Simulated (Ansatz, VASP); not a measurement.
SrO in VASP and in Ansatz

```
Sr O
1.0
     3.82766    0.00000    0.00000
    -1.91383    3.31485    0.00000
     0.00000    0.00000    5.35791
Sr O
2 2
Direct
  0.33333 0.66667 0.25000
  0.66667 0.33333 0.75000
  0.00000 0.00000 0.00000
  0.00000 0.00000 0.50000
```

Alike in both runs: task single point; functional LDA; k mesh 9 × 9 × 4; occupations gaussian, width 0.05 eV; no spin polarisation.

|  | VASP | Ansatz |
| --- | --- | --- |
| version | VASP 6.6.1 | Ansatz 0.2.0 |
| potentials or method | VASP PAW LDA potentials, release 64 (Sr_sv, O) | scalar-relativistic, plane waves, PAW |
| plane-wave cutoff (eV) | 520 | 420 |
| valence electrons in the cell | 32 | 32 |

```tsv
	VASP	Ansatz	Ansatz less VASP
gap on the k mesh at the Fermi level (eV)	0.96	0.95	-0.010
least direct gap on the mesh (eV)	0.96	0.95	-0.010
pressure (GPa)	-3.6	-4.3	-0.61
largest component of the traceless stress (GPa)	23.98	24.07	+0.094
```

Caveats: an odd mesh through Γ misses points on the zone boundary, where band edges often lie. Expect the measured gap to be larger: semilocal functionals such as LDA lack the derivative discontinuity.
